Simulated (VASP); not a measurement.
# Cu (Im-3m) in VASP: a series of runs

The runs below take Cu through single point, with PBE, r2SCAN.

Everything below comes from runs of VASP 6.6.1. Logs are shortened: lines on timing, memory, paths and dates and some standing lists are left out, and cuts for length are marked.

## 1. Starting point

The structure is cubic, space group Im-3m (No. 229). The conventional cell has a = 2.865 Å, b = 2.865 Å, c = 2.865 Å, α = 90.00°, β = 90.00°, γ = 90.00°. Cu (site symmetry m-3m) has 8 Cu at 2.48 Å as nearest neighbours.

The cell was built by a generator and needn't be a form met in nature.

## 2. Single point, PBE

The input, INCAR:

```
ALGO = Normal
EDIFF = 1E-6
ENCUT = 520
GGA = PE
ISIF = 2
ISMEAR = 0
LASPH = T
LCHARG = F
LREAL = F
LWAVE = F
NBANDS = 12
NELM = 100
PREC = Accurate
SIGMA = 0.05
```

The input, KPOINTS:

```
k-points
0
Gamma
  10 10 10
```

The input, POSCAR:

```
Cu
1.0
   -1.4326306573      1.4326306573      1.4326306573
    1.4326306573     -1.4326306573      1.4326306573
    1.4326306573      1.4326306573     -1.4326306573
Cu
1
Direct
    0.0000000000      0.0000000000      0.0000000000
```

Potentials or basis: VASP PAW PBE potentials, release 64 (Cu).

Command:

```console
> cat potpaw_PBE.64/Cu/POTCAR > POTCAR
> mpirun -np 1 vasp_std > vasp.out
```

OUTCAR:

```text
EDIFF = 1E-6
   ENCUT = 520
   GGA = PE
   ISIF = 2
   ISMEAR = 0
   LASPH = T
   LREAL = F
   NELM = 100
   PREC = Accurate

 ion  position               nearest neighbor table
   1  0.000  0.000  0.000-

  LATTYP: Found a body centered cubic cell.
 ALAT       =     2.8652613146

  Lattice vectors:

 A1 = (  -1.4326306573,   1.4326306573,   1.4326306573)
 A2 = (   1.4326306573,  -1.4326306573,   1.4326306573)
 A3 = (   1.4326306573,   1.4326306573,  -1.4326306573)

Analysis of symmetry for initial positions (statically):
=====================================================================
 Subroutine PRICEL returns:
 Original cell was already a primitive cell.

 Routine SETGRP: Setting up the symmetry group for a
 body centered cubic supercell.

 Subroutine GETGRP returns: Found 48 space group operations
 (whereof 48 operations were pure point group operations)
 out of a pool of 48 trial point group operations.

The static configuration has the point symmetry O_h .

Analysis of symmetry for dynamics (positions and initial velocities):
=====================================================================
 Subroutine PRICEL returns:
 Original cell was already a primitive cell.

 Routine SETGRP: Setting up the symmetry group for a
 body centered cubic supercell.

 Subroutine GETGRP returns: Found 48 space group operations
 (whereof 48 operations were pure point group operations)
 out of a pool of 48 trial point group operations.

The dynamic configuration has the point symmetry O_h .

 Subroutine INISYM returns: Found 48 space group operations
 (whereof 48 operations are pure point group operations),
 and found     1 'primitive' translations

----------------------------------------------------------------------------------------

                                     Primitive cell

  volume of cell :      11.7615

  direct lattice vectors                    reciprocal lattice vectors
    -1.432630657  1.432630657  1.432630657     0.000000000  0.349008307  0.349008307
     1.432630657 -1.432630657  1.432630657     0.349008307  0.000000000  0.349008307
     1.432630657  1.432630657 -1.432630657     0.349008307  0.349008307  0.000000000

  length of vectors
     2.481389087  2.481389087  2.481389087     0.493572281  0.493572281  0.493572281

  position of ions in fractional coordinates (direct lattice)
     0.000000000  0.000000000  0.000000000

  ion indices of the primitive-cell ions
   primitive index   ion index
                 1           1

[... 82 lines left out ...]
   NELECT =      11.0000    total number of electrons
   NUPDOWN=      -1.0000    fix difference up-down
   EMIN   =  10.00;   EMAX   =-10.00  energy-range for DOS
   EFERMI =   0.00;   METHOD = LEGACY
   ISMEAR =     0;   SIGMA  =   0.05  broadening in eV -4-tet -1-fermi 0-gaus
   EFERMI_NEDOS =   21; number of points for ismear=-14 and -15
   IALGO  =     38    algorithm
   IMIX   =      4    mixing-type and parameters
     AMIX     =   0.40;   BMIX     =  1.00
     AMIX_MAG =   1.60;   BMIX_MAG =  1.00
  volume/ion in A,a.u.               =      11.76        79.37
  Fermi-wavevector in a.u.,A,eV,Ry     =   1.600976  3.025406 34.873421  2.563124
  Thomas-Fermi vector in A             =   2.698027
   LORBIT       =      0    0 simple, 1 ext, 2 COOP (PROOUT), +10 PAW based schemes
   GGA     = PE    functional components
   LHFCALC =     F    Hartree Fock is set to
   AEXX    =    0.0000 exact exchange contribution
   IVDW    =     0    specifies the selected vdW correction
   LEPSILON=     F    determine dielectric tensor
   LRPA    =     F    only Hartree local field effects (RPA)
 non-spin polarized calculation
 Gauss-broadening in eV      SIGMA  =   0.05
  energy-cutoff  :      520.00
  volume of cell :       11.76
 maximum number of plane-waves:       329
   NGX =  9   NGY =  9   NGZ =  9

 number of electron      10.9999975 magnetization

 Free energy of the ion-electron system (eV)
  ---------------------------------------------------
  ext. energy  EPLUGINS =         0.00000000
  ---------------------------------------------------
  free energy    TOTEN  =        -3.66538065 eV

  energy without entropy =       -3.66436483  energy(sigma->0) =       -3.66487274

 E-fermi :   7.6510     XC(G=0): -12.7545

 val. band max:        7.6476898583   @ k =   0.2000   0.2000   0.1000
 cond. band min:       7.7362031297   @ k =  -0.3000   0.4000   0.2000
 fundamental gap:      0.0885132714
 Fermi energy:         7.6509685728

 k-point     1 :       0.0000    0.0000    0.0000
  band No.  band energies     occupation
      1      -1.7415      2.00000
      2       4.5019      2.00000
      3       4.5019      2.00000
      4       4.5019      2.00000
      5       5.5159      2.00000
      6       5.5159      2.00000
      7      32.7391      0.00000
      8      32.7391      0.00000
      9      32.7391      0.00000
     10      36.1788      0.00000
     11      36.1789      0.00000
     12      36.1789      0.00000
[... 331 lines left out ...]
 k-point    24 :      -0.3000    0.3000    0.1000
  band No.  band energies     occupation
      1       1.6017      2.00000
      2       4.1827      2.00000
      3       4.4191      2.00000
      4       5.2048      2.00000
      5       5.5556      2.00000
      6       5.8255      2.00000
      7      19.0394      0.00000
      8      25.1521      0.00000
      9      25.9677      0.00000
     10      32.0447      0.00000
     11      32.6072      0.00000
     12      35.2433      0.00000

 [... further k-points ...]

------------------------ aborting loop because EDIFF is reached ----------------------------------------

  FORCE on cell =-STRESS in cart. coord.  units (eV):
  Direction    XX          YY          ZZ          XY          YZ          ZX
  --------------------------------------------------------------------------------------
  -------------------------------------------------------------------------------------
  Total        0.2415653      0.2415653      0.2415653     -0.0000000     -0.0000000      0.0000000
  in kB       32.9065543     32.9065543     32.9065543     -0.0000000     -0.0000000      0.0000000
  external PRESSURE =      32.9065543 kB  Pullay stress =       0.0000000 kB

 VOLUME and BASIS-vectors are now :
 -----------------------------------------------------------------------------
  energy-cutoff  :      520.00
  volume of cell :       11.76
      direct lattice vectors                 reciprocal lattice vectors
    -1.432630657  1.432630657  1.432630657     0.000000000  0.349008307  0.349008307
     1.432630657 -1.432630657  1.432630657     0.349008307  0.000000000  0.349008307
     1.432630657  1.432630657 -1.432630657     0.349008307  0.349008307  0.000000000

 POSITION                                       TOTAL-FORCE (eV/Angst)
 -----------------------------------------------------------------------------------
      0.00000      0.00000      0.00000        -0.000000      0.000000      0.000000
 -----------------------------------------------------------------------------------
    total drift:                                0.000000     -0.000000      0.000000

  FREE ENERGIE OF THE ION-ELECTRON SYSTEM (eV)
  ---------------------------------------------------
  free  energy   TOTEN  =        -3.6653806471 eV

  energy  without entropy=       -3.6643648307  energy(sigma->0) =       -3.66487274
```

stdout:

```text
POSCAR found type information on POSCAR Cu
 POSCAR found :  1 types and       1 ions
 scaLAPACK will be used
 LDA part: xc-table for (Slater+PW92), standard interpolation
 POSCAR, INCAR and KPOINTS ok, starting setup
 FFT: planning ... GRIDC
 FFT: planning ... GRID_SOFT
 FFT: planning ... GRID
 WAVECAR not read
 entering main loop
```

Wall time 3.9 s (1 thread of AMD EPYC 9R14 (Zen 4), shared host); peak memory 0.09 GiB.

What came out:

| Property | Result |
| --- | --- |
| Free energy | -3.6654 eV |
| Pressure | 3.3 GPa |
| Band gap on the k mesh | none (metal or under the smearing width) |

(Continued in part 2 of 3.)
